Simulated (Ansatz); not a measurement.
## BN: axial (c/a) deformation path

These are results of DFT PBEsol, scalar-relativistic, plane waves, PAW in Ansatz 0.2.0, not measurements. The runs took a 420 eV cutoff, a Γ-centred 12×12×12 mesh and Gaussian smearing (0.05 eV). No spin polarisation. Energies are free energies at this smearing, counted from the undisturbed cell; pressure is positive in compression.

The starting cell (as given, not relaxed at this level; it stands at 0.6 GPa; this form isn't the usual structure):

```
CELL_PARAMETERS angstrom
0.00000 3.49532 2.16609
1.25163 0.00000 2.16609
1.25163 3.49532 0.00000
ATOMIC_POSITIONS crystal
B 0.00005 0.00005 0.99995
N 0.66665 0.66665 0.33335
```

The cell holds layers and no dispersion correction was added, so their binding is poorly described.

At fixed volume and fractional coordinates, lengths along (0.000, 0.000, 1.000) are scaled against those across it; ρ is that ratio over its starting value.

```tsv
ρ	ΔE (meV/atom)	pressure (GPa)
0.800	699.2	40.8
0.850	358.5	26.6
0.920	90.6	11.9
0.960	21.5	5.6
1.000	0.0	0.6
1.050	28.0	-4.4
1.100	105.3	-8.1
1.200	371.1	-12.9
1.300	742.8	-15.0
```

Cost: 9 runs of about 0.62 core-minutes in all, on Arm Neoverse V2 (shared hosts).